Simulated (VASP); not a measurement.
# BAs (F-43m) in VASP: notebook

The runs below take BAs through single point, relaxation of cell and atoms, with LDA.

Everything below comes from runs of VASP 6.6.1. Logs are shortened: lines on timing, memory, paths and dates and some standing lists are left out, and cuts for length are marked.

## (1) The crystal as given

The structure is cubic, space group F-43m (No. 216). The conventional cell has a = 4.739 Å, b = 4.739 Å, c = 4.739 Å, α = 90.00°, β = 90.00°, γ = 90.00°. B (site symmetry -43m) has 4 As at 2.05 Å as nearest neighbours. As (site symmetry -43m) is surrounded by 4 B at 2.05 Å.

The cell was built by a generator and needn't be a form met in nature.

## (2) Single point, LDA

Input file INCAR:

```
PREC = Accurate
ENCUT = 520
EDIFF = 1E-6
ISMEAR = 0
SIGMA = 0.01
LREAL = F
LASPH = T
NELM = 100
ALGO = Fast
ISIF = 2
LWAVE = F
LCHARG = T
LELF = T
LVHAR = T
NBANDS = 11
```

Input file KPOINTS:

```
Automatic mesh
0
Gamma
  4 4 4
```

Input file POSCAR:

```
BAs
1.0
    0.0000000000      2.3693116931      2.3693116931
    2.3693116931      0.0000000000      2.3693116931
    2.3693116931      2.3693116931      0.0000000000
B As
1 1
Direct
    0.0000000000      0.0000000000      0.0000000000
    0.2500000000      0.2500000000      0.2500000000
```

Potentials or basis: VASP PAW LDA potentials, release 64 (B, As).

Started as:

```console
cat potpaw_LDA.64/B/POTCAR potpaw_LDA.64/As/POTCAR > POTCAR
mpirun -np 1 vasp_std > vasp.out
```

OUTCAR:

```text
PREC = Accurate
   ENCUT = 520
   EDIFF = 1E-6
   ISMEAR = 0
   LREAL = F
   LASPH = T
   NELM = 100
   ISIF = 2

 ion  position               nearest neighbor table
   1  0.000  0.000  0.000-   2 2.05   2 2.05   2 2.05   2 2.05
   2  0.250  0.250  0.250-   1 2.05   1 2.05   1 2.05   1 2.05

  LATTYP: Found a face centered cubic cell.
 ALAT       =     4.7386233862

  Lattice vectors:

 A1 = (   0.0000000000,   2.3693116931,   2.3693116931)
 A2 = (   2.3693116931,   0.0000000000,   2.3693116931)
 A3 = (   2.3693116931,   2.3693116931,   0.0000000000)

Analysis of symmetry for initial positions (statically):
=====================================================================
 Subroutine PRICEL returns:
 Original cell was already a primitive cell.

 Routine SETGRP: Setting up the symmetry group for a
 face centered cubic supercell.

 Subroutine GETGRP returns: Found 24 space group operations
 (whereof 24 operations were pure point group operations)
 out of a pool of 48 trial point group operations.

The static configuration has the point symmetry T_d .

Analysis of symmetry for dynamics (positions and initial velocities):
=====================================================================
 Subroutine PRICEL returns:
 Original cell was already a primitive cell.

 Routine SETGRP: Setting up the symmetry group for a
 face centered cubic supercell.

 Subroutine GETGRP returns: Found 24 space group operations
 (whereof 24 operations were pure point group operations)
 out of a pool of 48 trial point group operations.

The dynamic configuration has the point symmetry T_d .

 Subroutine INISYM returns: Found 24 space group operations
 (whereof 24 operations are pure point group operations),
 and found     1 'primitive' translations

----------------------------------------------------------------------------------------

                                     Primitive cell

  volume of cell :      26.6009

  direct lattice vectors                    reciprocal lattice vectors
     0.000000000  2.369311693  2.369311693    -0.211031753  0.211031753  0.211031753
     2.369311693  0.000000000  2.369311693     0.211031753 -0.211031753  0.211031753
     2.369311693  2.369311693  0.000000000     0.211031753  0.211031753 -0.211031753

  length of vectors
     3.350712730  3.350712730  3.350712730     0.365517718  0.365517718  0.365517718

  position of ions in fractional coordinates (direct lattice)
     0.000000000  0.000000000  0.000000000
     0.250000000  0.250000000  0.250000000

  ion indices of the primitive-cell ions
   primitive index   ion index
                 1           1
                 2           2

----------------------------------------------------------------------------------------

 KPOINTS: Automatic mesh

Automatic generation of k-mesh.
 Grid dimensions read from file:
 generate k-points for:    4    4    4

 Generating k-lattice:

  Cartesian coordinates                     Fractional coordinates (reciprocal lattice)
    -0.052757938  0.052757938  0.052757938     0.250000000  0.000000000  0.000000000
     0.052757938 -0.052757938  0.052757938     0.000000000  0.250000000  0.000000000
     0.052757938  0.052757938 -0.052757938     0.000000000  0.000000000  0.250000000

  Length of vectors
     0.091379430  0.091379430  0.091379430

  Shift w.r.t. Gamma in fractional coordinates (k-lattice)
     0.000000000  0.000000000  0.000000000

 Subroutine IBZKPT returns following result:
 ===========================================

 Found      8 irreducible k-points:

 Following reciprocal coordinates:
            Coordinates               Weight
  0.000000  0.000000  0.000000      1.000000
  0.250000  0.000000  0.000000      8.000000
  0.500000  0.000000  0.000000      4.000000
  0.250000  0.250000  0.000000      6.000000
  0.500000  0.250000  0.000000     24.000000
 -0.250000  0.250000  0.000000     12.000000
  0.500000  0.500000  0.000000      3.000000
 -0.250000  0.500000  0.250000      6.000000
   k-points           NKPTS =      8   k-points in BZ     NKDIM =      8   number of bands    NBANDS=     11
   number of dos      NEDOS =    301   number of ions     NIONS =      2
   total plane-waves  NPLWV =  21952
   dimension x,y,z NGX =    28 NGY =   28 NGZ =   28
   dimension x,y,z NGXF=    56 NGYF=   56 NGZF=   56
   ions per type =               1   1
   NGX,Y,Z   is equivalent  to a cutoff of  13.89, 13.89, 13.89 a.u.
   NGXF,Y,Z  is equivalent  to a cutoff of  27.78, 27.78, 27.78 a.u.
 SYSTEM =  unknown system
   PREC   = accura    normal or accurate (medium, high low for compatibility)
   ISTART =      0    job   : 0-new  1-cont  2-samecut
   ICHARG =      2    charge: 1-file 2-atom 10-const
   ISPIN  =      1    spin polarized calculation?
   LNONCOLLINEAR =      F non collinear calculations
   LSORBIT =      F    spin-orbit coupling
   LASPH  =      T    aspherical Exc in radial PAW
   ENCUT  =  520.0 eV  38.22 Ry    6.18 a.u.   6.23  6.23  6.23*2*pi/ulx,y,z
   NELM   =    100;   NELMIN=  2; NELMDL= -5     # of ELM steps
   EDIFF  = 0.1E-05   stopping-criterion for ELM
   LREAL  =      F    real-space projection
   EDIFFG = 0.1E-04   stopping-criterion for IOM
   NSW    =      0    number of steps for IOM
   IBRION =     -1    ionic relax: 0-MD 1-quasi-New 2-CG
   NFREE  =      0    steps in history (QN), initial steepest desc. (CG)
   ISIF   =      2    stress and relaxation
   ISYM   =      2    0-nonsym 1-usesym 2-fastsym
   POTIM  = 0.5000    time-step for ionic-motion
   TEBEG  =    0.0;   TEEND  =   0.0 temperature during run
   PSTRESS=    0.0 pullay stress
   NELECT =       8.0000    total number of electrons
   NUPDOWN=      -1.0000    fix difference up-down
   EMIN   =  10.00;   EMAX   =-10.00  energy-range for DOS
   EFERMI =   0.00;   METHOD = LEGACY
   ISMEAR =     0;   SIGMA  =   0.01  broadening in eV -4-tet -1-fermi 0-gaus
   EFERMI_NEDOS =   21; number of points for ismear=-14 and -15
   IALGO  =     68    algorithm
   IMIX   =      4    mixing-type and parameters
     AMIX     =   0.40;   BMIX     =  1.00
     AMIX_MAG =   1.60;   BMIX_MAG =  1.00
  volume/ion in A,a.u.               =      13.30        89.76
  Fermi-wavevector in a.u.,A,eV,Ry     =   1.096830  2.072708 16.368297  1.203036
  Thomas-Fermi vector in A             =   2.233179
   LORBIT       =      0    0 simple, 1 ext, 2 COOP (PROOUT), +10 PAW based schemes
   GGA     = CA    functional components
   LHFCALC =     F    Hartree Fock is set to
   AEXX    =    0.0000 exact exchange contribution
   IVDW    =     0    specifies the selected vdW correction
   LEPSILON=     F    determine dielectric tensor
   LRPA    =     F    only Hartree local field effects (RPA)
 non-spin polarized calculation
 RMM-DIIS sequential band-by-band and
 Gauss-broadening in eV      SIGMA  =   0.01
  energy-cutoff  :      520.00
  volume of cell :       26.60
 maximum number of plane-waves:       725
 NGX is ok and might be reduce to    28
   NGX = 13   NGY = 13   NGZ = 13

 number of electron       8.0000000 magnetization

 Free energy of the ion-electron system (eV)
  ---------------------------------------------------
  ext. energy  EPLUGINS =         0.00000000
  ---------------------------------------------------
  free energy    TOTEN  =       -12.74454274 eV

  energy without entropy =      -12.74454274  energy(sigma->0) =      -12.74454274

 E-fermi :   6.5732     XC(G=0): -10.8730

 val. band max:        6.4733603993   @ k =   0.0000   0.0000   0.0000
 cond. band min:       7.7656780145   @ k =   0.5000   0.5000   0.0000
 fundamental gap:      1.2923176151
 Fermi energy:         6.5731828542

 k-point     1 :       0.0000    0.0000    0.0000
  band No.  band energies     occupation
      1      -9.1402      2.00000
      2       6.4734      2.00000
      3       6.4734      2.00000
      4       6.4734      2.00000
      5       9.7356      0.00000
      6       9.7356      0.00000
      7       9.7356      0.00000
      8      11.4755      0.00000
      9      15.9205      0.00000
     10      19.5808      0.00000
     11      19.5808      0.00000

 k-point     2 :       0.2500    0.0000    0.0000
  band No.  band energies     occupation
      1      -8.1176      2.00000
      2       1.4631      2.00000
      3       5.2939      2.00000
      4       5.2939      2.00000
      5       9.6398      0.00000
      6      11.1303      0.00000
      7      11.1303      0.00000
      8      14.4426      0.00000
      9      17.6818      0.00000
     10      17.7347      0.00000
     11      17.7347      0.00000

 k-point     3 :       0.5000    0.0000    0.0000
  band No.  band energies     occupation
      1      -6.1908      2.00000
      2      -2.4781      2.00000
      3       4.6096      2.00000
      4       4.6096      2.00000
      5       9.2993      0.00000
      6      11.2300      0.00000
      7      11.2300      0.00000
      8      15.1867      0.00000
      9      19.1156      0.00000
     10      21.1224      0.00000
     11      21.1224      0.00000

 k-point     4 :       0.2500    0.2500    0.0000
  band No.  band energies     occupation
      1      -7.7671      2.00000
      2       2.4005      2.00000
      3       3.6913      2.00000
      4       3.6913      2.00000
      5       8.0504      0.00000
      6      10.9595      0.00000
      7      13.9278      0.00000
      8      13.9278      0.00000
      9      16.8805      0.00000
     10      20.3025      0.00000
     11      21.0915      0.00000

 k-point     5 :       0.5000    0.2500    0.0000
  band No.  band energies     occupation
      1      -5.7890      2.00000
      2      -1.3240      2.00000
      3       1.6245      2.00000
      4       3.2107      2.00000
      5       8.7877      0.00000
      6      12.3062      0.00000
      7      14.2279      0.00000
      8      14.4266      0.00000
      9      18.4600      0.00000
     10      21.5804      0.00000
     11      22.2916      0.00000

 k-point     6 :      -0.2500    0.2500    0.0000
  band No.  band energies     occupation
      1      -6.5640      2.00000
      2      -0.2215      2.00000
      3       1.2381      2.00000
      4       4.4550      2.00000
      5       9.9777      0.00000
      6      12.6146      0.00000
      7      13.4359      0.00000
      8      13.9458      0.00000
      9      16.8480      0.00000
     10      18.6066      0.00000
     11      22.1878      0.00000

 k-point     7 :       0.5000    0.5000    0.0000
  band No.  band energies     occupation
      1      -4.8734      2.00000
      2      -2.0998      2.00000
      3       2.2840      2.00000
      4       2.2840      2.00000
      5       7.7657      0.00000
      6       7.8321      0.00000
      7      17.9354      0.00000
      8      17.9354      0.00000
      9      19.3319      0.00000
     10      23.9788      0.00000
     11      24.4414      0.00000

 k-point     8 :      -0.2500    0.5000    0.2500
  band No.  band energies     occupation
      1      -4.6980      2.00000
      2      -1.5809      2.00000
      3       0.7960      2.00000
      4       1.0997      2.00000
      5      11.6350      0.00000
      6      12.4649      0.00000
      7      13.1919      0.00000
      8      13.6447      0.00000
      9      18.8015      0.00000
     10      22.1731      0.00000
     11      22.2157      0.00000

------------------------ aborting loop because EDIFF is reached ----------------------------------------

  FORCE on cell =-STRESS in cart. coord.  units (eV):
  Direction    XX          YY          ZZ          XY          YZ          ZX
  --------------------------------------------------------------------------------------
  -------------------------------------------------------------------------------------
  Total        0.1579945      0.1579945      0.1579945      0.0000000      0.0000000     -0.0000000
  in kB        9.5160357      9.5160357      9.5160357      0.0000000      0.0000000     -0.0000000
  external PRESSURE =       9.5160357 kB  Pullay stress =       0.0000000 kB

 VOLUME and BASIS-vectors are now :
 -----------------------------------------------------------------------------
  energy-cutoff  :      520.00
  volume of cell :       26.60
      direct lattice vectors                 reciprocal lattice vectors
     0.000000000  2.369311693  2.369311693    -0.211031753  0.211031753  0.211031753
     2.369311693  0.000000000  2.369311693     0.211031753 -0.211031753  0.211031753
     2.369311693  2.369311693  0.000000000     0.211031753  0.211031753 -0.211031753

 POSITION                                       TOTAL-FORCE (eV/Angst)
 -----------------------------------------------------------------------------------
      0.00000      0.00000      0.00000         0.000000      0.000000      0.000000
      1.18466      1.18466      1.18466        -0.000000     -0.000000     -0.000000
 -----------------------------------------------------------------------------------
    total drift:                               -0.000000     -0.000000     -0.000000

  FREE ENERGIE OF THE ION-ELECTRON SYSTEM (eV)
  ---------------------------------------------------
  free  energy   TOTEN  =       -12.7445427443 eV

  energy  without entropy=      -12.7445427443  energy(sigma->0) =      -12.74454274
```

It took 3.4 s on 1 thread of AMD EPYC 9R45 (Zen 5), shared host; peak memory 0.1 GiB.

Results:

```yaml
Free_energy: -12.7445 eV
Pressure: 1.0 GPa
Band_gap_on_the_k_mesh: 1.29 eV, indirect (least direct gap 3.26 eV)
```

Levels at points of the mesh, in eV from the valence-band top:
| k point | band 2 | band 3 | band 4 | band 5 | band 6 | band 7 |
| --- | --- | --- | --- | --- | --- | --- |
| (0.00, 0.00, 0.00) | 0.00 | 0.00 | 0.00 | 3.26 | 3.26 | 3.26 |
| (0.50, 0.00, 0.00) | -8.95 | -1.86 | -1.86 | 2.83 | 4.76 | 4.76 |
| (0.50, 0.50, 0.00) | -8.57 | -4.19 | -4.19 | 1.29 | 1.36 | 11.46 |

Caveat: the k mesh is coarse (spacing up to 0.57 Å⁻¹), so the values aren't converged. A k mesh can miss the band edges.

## (3) Relaxation of cell and atoms, LDA

This run uses another cell than the first one, of 13.65 Å³/atom, 1.026 times its volume.

Input file INCAR:

```
ALGO = Normal
EDIFF = 1E-7
EDIFFG = -0.002
ENCUT = 600
GGA = CA
IBRION = 2
ISIF = 3
ISMEAR = 0
LASPH = True
LCHARG = False
LREAL = False
LWAVE = False
NELM = 80
NSW = 80
PREC = Accurate
SIGMA = 0.01
```

Input file KPOINTS:

```
k-points
0
Gamma
  4 4 4
```

Input file POSCAR:

```
BAs
1.0
    0.0000000000      2.3900000000      2.3900000000
    2.3900000000      0.0000000000      2.3900000000
    2.3900000000      2.3900000000      0.0000000000
B As
1 1
Direct
    0.0000000000      0.0000000000      0.0000000000
    0.2500000000      0.2500000000      0.2500000000
```

Potentials or basis: VASP PAW LDA potentials, release 64 (B, As).

Started as:

```console
cat potpaw_LDA.64/B/POTCAR potpaw_LDA.64/As/POTCAR > POTCAR
mpirun -np 1 vasp_std > vasp.out
```

OUTCAR:

```text
EDIFF = 1E-7
   EDIFFG = -0.002
   ENCUT = 600
   GGA = CA
   IBRION = 2
   ISIF = 3
   ISMEAR = 0
   LASPH = True
   LREAL = False
   NELM = 80
   NSW = 80
   PREC = Accurate

 ion  position               nearest neighbor table
   1  0.000  0.000  0.000-   2 2.07   2 2.07   2 2.07   2 2.07
   2  0.250  0.250  0.250-   1 2.07   1 2.07   1 2.07   1 2.07

  LATTYP: Found a face centered cubic cell.
 ALAT       =     4.7800000000

  Lattice vectors:

 A1 = (   0.0000000000,   2.3900000000,   2.3900000000)
 A2 = (   2.3900000000,   0.0000000000,   2.3900000000)
 A3 = (   2.3900000000,   2.3900000000,   0.0000000000)

Analysis of symmetry for initial positions (statically):
=====================================================================
 Subroutine PRICEL returns:
[... 165 lines left out ...]
  Total       -0.4760303     -0.4760303     -0.4760303      0.0000000      0.0000000      0.0000000
  in kB      -27.9332517    -27.9332517    -27.9332517      0.0000000      0.0000000      0.0000000
  external PRESSURE =     -27.9332517 kB  Pullay stress =       0.0000000 kB
[... 59 lines left out ...]
--------------------------------------- Ionic step        3  -------------------------------------------

 number of electron       8.0000000 magnetization

 Free energy of the ion-electron system (eV)
  ---------------------------------------------------
  ext. energy  EPLUGINS =         0.00000000
  ---------------------------------------------------
  free energy    TOTEN  =       -12.74609390 eV

  energy without entropy =      -12.74609390  energy(sigma->0) =      -12.74609390

 E-fermi :   6.4478     XC(G=0): -10.8463

 val. band max:        6.3997569146   @ k =   0.0000   0.0000   0.0000
 cond. band min:       7.6977935845   @ k =   0.5000   0.5000   0.0000
 fundamental gap:      1.2980366699
 Fermi energy:         6.4477846211

 k-point     1 :       0.0000    0.0000    0.0000
  band No.  band energies     occupation
      1      -9.1546      2.00000
      2       6.3998      2.00000
      3       6.3998      2.00000
      4       6.3998      2.00000
      5       9.6539      0.00000
      6       9.6539      0.00000
      7       9.6539      0.00000
      8      11.3202      0.00000
[... 104 lines left out ...]
  FREE ENERGIE OF THE ION-ELECTRON SYSTEM (eV)
  ---------------------------------------------------
  free  energy   TOTEN  =       -12.7460939047 eV

  energy  without entropy=      -12.7460939047  energy(sigma->0) =      -12.74609390

 reached required accuracy - stopping structural energy minimisation
```

CONTCAR:

```text
BAs
   1.00000000000000
    -0.0000000000000000    2.3743411790971494    2.3743411790971494
     2.3743411790971494    0.0000000000000000    2.3743411790971494
     2.3743411790971494    2.3743411790971494    0.0000000000000000
  B               As
     1     1
Direct
     0.0000000000000000    0.0000000000000000    0.0000000000000000
     0.2500000000000000    0.2500000000000000    0.2500000000000000

  0.00000000E+00  0.00000000E+00  0.00000000E+00
  0.00000000E+00  0.00000000E+00  0.00000000E+00
```

It took 4.7 s on 1 thread of AMD EPYC 9R45 (Zen 5), shared host; peak memory 0.11 GiB.

Results:

| Quantity | Value |
| --- | --- |
| Free energy | -12.7461 eV |
| Relaxed volume | 13.39 Å³/atom |
| Relaxed cell | a = 3.358 Å, b = 3.358 Å, c = 3.358 Å, α = 60.00°, β = 60.00°, γ = 60.00° |
| Space group after relaxing (to 0.05 Å) | F-43m (No. 216) |
| Energy gained by relaxing | 2.4 meV/atom |
| Ionic steps | 3 |
| Pressure after relaxing | 0.0 GPa |
| Band gap on the k mesh | 1.30 eV, indirect (least direct gap 3.25 eV) |

The path:
```csv
step,energy change (eV),largest force (eV/Å),pressure (GPa),volume (Å³)
1,0.0000,0.0000,-2.79,27.30
2,-0.0020,0.0000,2.26,26.37
3,-0.0047,0.0000,-0.01,26.77
```

Final structure:
```
CELL_PARAMETERS angstrom
0.00000 2.37434 2.37434
2.37434 0.00000 2.37434
2.37434 2.37434 0.00000
ATOMIC_POSITIONS crystal
B 0.00000 0.00000 0.00000
As 0.25000 0.25000 0.25000
```

Levels at points of the mesh, in eV from the valence-band top:
| k point | band 1 | band 2 | band 3 | band 4 | band 5 | band 6 | band 7 | band 8 |
| --- | --- | --- | --- | --- | --- | --- | --- | --- |
| (0.00, 0.00, 0.00) | -15.55 | 0.00 | 0.00 | 0.00 | 3.25 | 3.25 | 3.25 | 4.92 |
| (0.50, 0.00, 0.00) | -12.63 | -8.90 | -1.85 | -1.85 | 2.79 | 4.75 | 4.75 | 8.70 |
| (0.50, 0.50, 0.00) | -11.32 | -8.54 | -4.16 | -4.16 | 1.30 | 1.37 | 11.40 | 11.40 |

Caveat: the k mesh is coarse (spacing up to 0.57 Å⁻¹), so the values aren't converged.
